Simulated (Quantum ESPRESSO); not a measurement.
## Ti: zone-centre phonons under several settings

```
Ti
1.0
     2.95000    0.00000    0.00000
    -1.47500    2.55477    0.00000
     0.00000    0.00000    4.68000
Ti
2
Direct
  0.66667 0.33333 0.75000
  0.33333 0.66667 0.25000
```

All runs used Quantum ESPRESSO 7.5; potentials PseudoDojo 0.4.1 SR LDA standard; k mesh 10 × 10 × 6; no spin polarisation; cutoff 1143 eV; occupations cold, width 0.2 eV.

```csv
level,geometry,volume (Å³/atom),pressure (GPa),lowest optical mode without the field (cm⁻¹),highest optical mode without the field (cm⁻¹)
LDA,relaxed at -3 GPa,16.52,-3.0,117,194
LDA,relaxed at 0 GPa,16.11,0.0,114,211
LDA,relaxed at 3 GPa,?,3.0,?,?
LDA,relaxed at 8 GPa,15.21,8.0,105,251
LDA,relaxed at 15 GPa,14.57,15.0,94,282
```

What stands in the row left open?

Volume 15.74 Å³/atom; lowest optical mode without the field 111 cm⁻¹; highest optical mode without the field 227 cm⁻¹.

Caveats: the mesh is thin for the phonons of a metal; the cell is more than 3 GPa from zero pressure, which shifts response properties (some runs); the volume moved by over 15 % at a fixed basis, so the end points are rough (some runs).

For the row left open. Caveat: the mesh is thin for the phonons of a metal; the cell is more than 3 GPa from zero pressure, which shifts response properties.
